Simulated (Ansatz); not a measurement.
Here is an Ansatz 0.2.0 calculation.

The input input.yaml:

```yaml
crystal:
  lattice:
    - [2.7058, 0.0, 0.0]
    - [-1.3529, 2.3432915376, 0.0]
    - [0.0, 0.0, 4.2819]
  atoms:
    - { symbol: Ru, position: [0.6666666667, 0.3333333333, 0.75] }
    - { symbol: Ru, position: [0.3333333333, 0.6666666667, 0.25] }
kpoints:
  mp_grid: { grid: [8, 8, 5] }
  band_path:
    path:
      - [0.0, 0.0, 0.0]
      - [0.5, 0.0, 0.0]
      - [0.3333333333, 0.3333333333, 0.0]
      - [0.0, 0.0, 0.0]
      - [0.0, 0.0, 0.5]
      - [0.5, 0.0, 0.5]
      - [0.3333333333, 0.3333333333, 0.5]
      - [0.0, 0.0, 0.5]
    npoints: 10
scf:
  occupations: { method: fermi_dirac, width: 0.05 }
hamiltonian:
  xc: pbe
  pseudopotentials: { kind: all_electron, lapw: { basis_error: 0.001 } }
magnetization:
  noncollinear: true
  spin_orbit: true
output:
  forces: true
  stress: true
  eigenvalues: true
```

Potentials or basis: all-electron LAPW, relativistic spinors.

The run is started by

```sh
$ ansatz run input.yaml --threads 1 --pin off --max-ram 3072MiB --backend cpu --events-out ev --progress --plain --runs-dir out
```

(1) Estimate the pressure.

(2) Estimate the band gap along the path.

Results:

(1) 4.1 GPa.

(2) none (metal or under the smearing width).
